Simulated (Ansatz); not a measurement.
**Calculated quadrupolar parameters for ZnS**

The cell is a Materials Project structure (computed, not necessarily an observed phase), atoms as given.

```
CELL_PARAMETERS angstrom
1.93163 1.11523 31.49286
-1.93163 1.11523 31.49286
0.00000 -2.23045 31.49286
ATOMIC_POSITIONS crystal
Zn 0.10002 0.10002 0.10002
Zn 0.80001 0.80001 0.80001
Zn 0.90000 0.90000 0.90000
Zn 0.36670 0.36670 0.36670
Zn 0.29999 0.29999 0.29999
Zn 0.20001 0.20001 0.20001
Zn 0.49999 0.49999 0.49999
Zn 0.00001 0.00001 0.00001
Zn 0.59999 0.59999 0.59999
Zn 0.73335 0.73335 0.73335
S 0.77504 0.77504 0.77504
S 0.27501 0.27501 0.27501
S 0.47500 0.47500 0.47500
S 0.57500 0.57500 0.57500
S 0.17501 0.17501 0.17501
S 0.07501 0.07501 0.07501
S 0.34171 0.34171 0.34171
S 0.70837 0.70837 0.70837
S 0.87501 0.87501 0.87501
S 0.97499 0.97499 0.97499
```

Atoms are numbered from 1 in the order listed; like atoms form one site, named after its first atom.

The numbers come from a DFT calculation in Ansatz (PBE, plane waves and PAW (field gradients read without the response of the frozen cores, which leaves them typically 4 to 6 % off), scalar-relativistic, 420 eV cutoff, Γ-centred 8×8×8 k-points, Fermi–Dirac smearing 0.02 eV).

V_zz is the principal component of the electric field gradient with the largest magnitude, η = (V_xx − V_yy)/V_zz and C_Q = eQV_zz/h. Directions are in the Cartesian axes of the cell vectors above, for the atom listed; none is given where the gradient is under 0.02 or η is above 0.95.

(1) Give the quadrupolar parameters of the distinct sites.

Results:

(1) 

| site | first atom | first shell | V_zz (10²¹ V/m²) | η | direction of V_zz (x, y, z) |
| --- | --- | --- | --- | --- | --- |
| Zn1 | 1 | 4 S at 2.36–2.37 Å | -0.16 | 0.00 | 0.00 0.00 1.00 |
| Zn2 | 2 | 4 S at 2.36–2.37 Å | -0.084 | 0.00 | 0.00 0.00 1.00 |
| Zn3 | 3 | 4 S at 2.36–2.37 Å | -0.077 | 0.00 | 0.00 0.00 1.00 |
| Zn4 | 4 | 4 S at 2.36–2.37 Å | -0.070 | 0.00 | 0.00 0.00 1.00 |
| Zn5 | 5 | 4 S at 2.36–2.37 Å | -0.028 | 0.00 | 0.00 0.00 1.00 |
| Zn6 | 6 | 4 S at 2.36–2.37 Å | -0.055 | 0.00 | 0.00 0.00 1.00 |
| Zn8 | 8 | 4 S at 2.36–2.37 Å | -0.17 | 0.00 | 0.00 0.00 1.00 |
| Zn10 | 10 | 4 S at 2.36–2.37 Å | -0.040 | 0.00 | 0.00 0.00 1.00 |
| S11 | 11 | 4 Zn at 2.36–2.37 Å | 0.018 | 0.00 | – |
| S12 | 12 | 4 Zn at 2.36–2.37 Å | -0.012 | 0.00 | – |
| S13 | 13 | 4 Zn at 2.36–2.37 Å | -0.032 | 0.00 | 0.00 0.00 1.00 |
| S14 | 14 | 4 Zn at 2.36–2.37 Å | -0.024 | 0.00 | 0.00 0.00 1.00 |
| S15 | 15 | 4 Zn at 2.36–2.37 Å | -0.006 | 0.00 | – |
| S16 | 16 | 4 Zn at 2.36–2.37 Å | 0.11 | 0.00 | 0.00 0.00 1.00 |
| S17 | 17 | 4 Zn at 2.36–2.37 Å | 0.053 | 0.00 | 0.00 0.00 1.00 |
| S20 | 20 | 4 Zn at 2.36–2.37 Å | 0.12 | 0.00 | 0.00 0.00 1.00 |

An axis of threefold or higher order runs through Zn1, Zn2, Zn3, Zn4, Zn5 and Zn6 and others, so V_zz lies along it and η is zero.
